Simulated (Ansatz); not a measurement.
# Structures of PbO: which is lowest?

Plane-wave DFT in Ansatz with scalar-relativistic PAW potentials, cutoff 420 eV, Γ-centred meshes chosen by cell and gap, Gaussian smearing with energies taken to zero width. Every cell was relaxed (cell and atoms) in a run of its own, within the symmetry of its start. Functional: PBEsol.

Relaxed structures (starts from databases or built by putting these elements on another compound's sites):
A. Cccm, 4 atoms in the computed cell, a = 4.897 Å, b = 4.916 Å, c = 6.553 Å; sites (symmetry × multiplicity) Pb ..2/m × 4, O 222 × 4; start: built
B. Fm-3m, 2 atoms in the computed cell, a = 5.177 Å; sites (symmetry × multiplicity) Pb m-3m × 4, O m-3m × 4; start: built
C. P4/nmm, 4 atoms in the computed cell, a = 3.988 Å, c = 5.077 Å; sites (symmetry × multiplicity) Pb 4mm × 2, O -4m2 × 2; start: database

Problem. Rank them by energy. Could pressure change the order?

Solution.
| structure | group | E − E(lowest) (meV/atom) | V (Å³/atom) | gap on mesh (eV) |
| --- | --- | --- | --- | --- |
| C | P4/nmm | 0.0 | 20.18 | 1.23 |
| B | Fm-3m | 176 | 17.35 | 0.53 |
| A | Cccm | 397 | 19.72 | 0.00 |

C is lowest, 176 meV/atom under B. B is denser by 2.84 Å³/atom, so pressure favours it: ΔE/ΔV, with ΔE in eV and 1 eV/Å³ = 160.2 GPa, gives about 10 GPa for equal enthalpy if both cells were rigid, a rough figure since the two compress differently. Other structures may lie lower than all of these, and vibrations aren't counted.

Spin-orbit coupling is left out, which matters for the bands of heavy elements. For Tl, Pb and Bi spin-orbit coupling shifts energies too.